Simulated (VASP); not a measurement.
**ZnS in VASP: how settings move the PBE single point**

Aim: see what changed inputs do to the PBE single point of zincblende ZnS, under +4.0 % biaxial strain in the (111) plane, free along [111].

Code: VASP 6.6.1. PAW datasets, plane waves. Computed at 0 K without zero-point motion; spin polarisation is off.

## 1. Starting point

The cell comes from an earlier relaxation with r2SCAN in another program, then strained, with the atoms relaxed again.

It is trigonal, R3m (No. 160); conventional cell a = 3.962 Å, c = 9.118 Å, 20.66 Å³ an atom. Around Zn lie 4 S at 2.34–2.39 Å; around S lie 4 Zn at 2.34–2.39 Å.

As a file:

```cif
data_structure
_symmetry_space_group_name_H-M 'P 1'
_symmetry_Int_Tables_number 1
_cell_length_a 3.8041
_cell_length_b 3.8041
_cell_length_c 3.8041
_cell_angle_alpha 62.773
_cell_angle_beta 62.773
_cell_angle_gamma 62.773
_cell_volume 41.33
loop_
_atom_site_label
_atom_site_type_symbol
_atom_site_fract_x
_atom_site_fract_y
_atom_site_fract_z
_atom_site_occupancy
Zn1 Zn 0.99669 0.99669 0.99669 1
S1 S 0.25331 0.25331 0.25331 1
```

## 2. Baseline

File INCAR:

```
ENCUT = 520.000000
SIGMA = 0.020000
EDIFF = 1.00e-07
GGA = PE
PREC = Accurate
IBRION = -1
ISIF = 2
ISMEAR = -1
NBANDS = 16
NELM = 120
NSW = 0
LASPH = .TRUE.
LCHARG = .FALSE.
LWAVE = .FALSE.
LREAL = .FALSE.
```

File KPOINTS:

```
KPOINTS created by Atomic Simulation Environment
0
Gamma
8 8 8
0 0 0
```

File POSCAR:

```
Zn S
 1.0000000000000000
    -0.1131538066000000    2.6886954582000002    2.6886954582000002
     2.6886954582000002   -0.1131538066000000    2.6886954582000002
     2.6886954582000002    2.6886954582000002   -0.1131538066000000
 Zn  S
   1   1
Cartesian
 -0.0174340777185392 -0.0174340777185392 -0.0174340777185392
  1.3334933551685391  1.3334933551685391  1.3334933551685393
```

A file KPOINTS_OPT adds named points for the levels; it doesn't enter the self-consistent loop.

Potentials: the recommended PBE PAW datasets, 18 valence electrons.

On the command line:

```sh
mpirun -np 1 vasp_std
```

## 3. Variant 1

Changes to INCAR since step 2:

```diff
@@ -15 +15,2 @@
 LREAL = .FALSE.
+ALGO = All
```

File KPOINTS:

```
KPOINTS created by Atomic Simulation Environment
0
Gamma
10 10 10
0 0 0
```

POSCAR is that of step 2.

## 4. Variant 2

Changes to INCAR since step 2:

```diff
@@ -3,3 +3,2 @@
 EDIFF = 1.00e-07
-GGA = PE
 PREC = Accurate
@@ -15 +14,2 @@
 LREAL = .FALSE.
+GGA = RP
```

KPOINTS is that of step 2.

POSCAR is that of step 2.

## 5. Variant 3

File INCAR:

```
ENCUT = 520.000000
SIGMA = 0.020000
GGA = PE
PREC = Accurate
IBRION = -1
ISIF = 2
ISMEAR = -1
NBANDS = 16
NSW = 0
LASPH = .TRUE.
LCHARG = .FALSE.
LWAVE = .FALSE.
LREAL = .FALSE.
EDIFF = 1e-09
IVDW = 12
NELM = 71
```

KPOINTS is that of step 2.

POSCAR is that of step 2.

## 6. Variant 4

File INCAR:

```
SIGMA = 0.020000
EDIFF = 1.00e-07
GGA = PE
PREC = Accurate
IBRION = -1
ISIF = 2
ISMEAR = -1
NBANDS = 16
NSW = 0
LASPH = .TRUE.
LCHARG = .FALSE.
LWAVE = .FALSE.
LREAL = .FALSE.
NELM = 72
ENCUT = 150
```

KPOINTS is that of step 2.

POSCAR is that of step 2.

**Question.** What will these runs give? Wanted: for each run, changed; ending; energy change; pressure; electronic steps; usable.

**Answer**, as computed:

| run | changed | ending | energy change (meV/atom) | pressure (GPa) | gap on the mesh (eV; negative: overlap) | electronic steps | time | usable |
| --- | --- | --- | --- | --- | --- | --- | --- | --- |
| ref. | – | converged | 0 | -1.4 | 1.70 | 14 | 38 s | yes |
| 1 | ALGO = All, mesh 10×10×10 | converged | -0.1 | -1.5 | 1.70 | 17 | 50 s | yes |
| 2 | GGA = RP | converged | – | 1.0 | 1.87 | 14 | 31 s | yes |
| 3 | EDIFF = 1e-09, IVDW = 12, NELM = 71 | converged | – | -4.0 | 1.70 | 17 | 38 s | yes |
| 4 | ENCUT = 150 | converged | 3476.7 | -225.4 | 1.56 | 15 | 5.5 s | no |

Of 4 altered inputs, 1 ended normally on a faulty or unsound input, 3 gave usable results. «ALGO = All, mesh 10×10×10» moves the energy by -0.1 meV/atom.
